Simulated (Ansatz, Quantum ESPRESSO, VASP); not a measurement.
## One calculation of AlFe, 3 ways

```
CELL_PARAMETERS angstrom
2.91000 0.00000 0.00000
0.00000 2.91000 0.00000
0.00000 0.00000 2.91000
ATOMIC_POSITIONS crystal
Fe 0.51559 0.50657 0.47597
Al 0.01707 0.01564 0.98906
```

Atoms were shifted at random by some hundredths of an Å from the given cell, which wasn't relaxed again for these runs.

Alike in all runs: task single point; functional PBE; k mesh 9 × 9 × 9; occupations fermi-dirac, width 0.05 eV; collinear spin, ferromagnetic start; no spin-orbit coupling. Pressure is positive in compression and, in plane waves, holds the error of the finite cutoff, which Ansatz's Pulay term estimates and takes out.

```csv
program and potentials,plane-wave cutoff (eV),notes,pressure (GPa),net moment per atom (μB),largest force (eV/Å),energy over the undisturbed cell (meV/atom)
"Ansatz, Ansatz PAW",420,9.5 valence electrons an atom on average; Pulay term of +0.07 GPa included,-5.97,0.33,0.327,3.81
"Quantum ESPRESSO, SSSP 1.3 efficiency PBE",871,9.5 valence electrons an atom on average,-6.87,0.33,0.331,3.85
"VASP, PBE PAW files Al, Fe, 520 eV",520,5.5 valence electrons an atom on average,-6.00,0.33,0.328,-
```

Force on atom 1 (Fe), eV/Å:

```
                   program and potentials      x      y      z
                       Ansatz, Ansatz PAW  0.030  0.186  0.268
Quantum ESPRESSO, SSSP 1.3 efficiency PBE  0.031  0.188  0.270
       VASP, PBE PAW files Al, Fe, 520 eV  0.030  0.186  0.268
```

The pressure spans -6.87 (Quantum ESPRESSO, SSSP 1.3 efficiency PBE) to -5.97 GPa (Ansatz, Ansatz PAW). All agree on the net moment per atom. The state is the one that the start led to, which needn't be the lowest.

The functional is the same throughout but for its coding, so the spread measures potentials, basis and numerics; runs on potential files found faulty are left out.
